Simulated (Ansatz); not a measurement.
The elements of this relaxed trial crystal are hidden behind letters.

```
lattice vectors (Å)
   2.7359    0.0000    0.0000
  -1.3680    2.3694    0.0000
   0.0000    0.0000    3.5050
fractional positions
X 0.6667 0.3333 0.5000
Z 0.0000 0.0000 0.0000
```

Theory: Ansatz 0.2.0, DFT PBE, scalar-relativistic, plane waves, PAW. Cutoff 420 eV, Γ-centred 24×24×16 mesh (2-atom cell), Gaussian smearing of 0.10 eV, collinear spin.

```
Space group                                 : P-6m2 (No. 187)
Conventional cell                           : a = 2.736 Å, c = 3.505 Å
Volume per atom                             : 11.36 Å³
Density                                     : 6.13 g/cm³
Energy over the elements                    : −0.33 eV/atom
Gap on the 24×24×16 mesh of the 2-atom cell : 0 eV (a metal)
Net moment per atom                         : 0.36 μB
```

Energies are uncorrected and count from the elements' standard states at the same level.

**Question.** X is a d-block element of period 4 and Z is a p-block element of period 3. Which elements are they?

**Answer.** X = Fe, Z = Si, so the formula is FeSi, here in the tungsten carbide type. Density times volume gives a mean mass of 6.13 × 11.36/1.6605 = 41.9 u per atom, and this set has 42.0 u. Fe has 6 Si at 2.36 Å and 6 Fe at 2.74 Å; around Si lie 6 Fe at 2.36 Å and 6 Si at 2.74 Å. Other sets within the hints have nearly the same mass, so mass alone doesn't settle it; this one was computed.

The magnetic state reached may not be the lowest. Symmetry constrained the relaxation, so the result can be a saddle point. Another cell of FeSi relaxed alike but without spin, in P2_13 (a cell as deposited in COD), lies 182 meV/atom lower, so this cell isn't the stable form at this level.
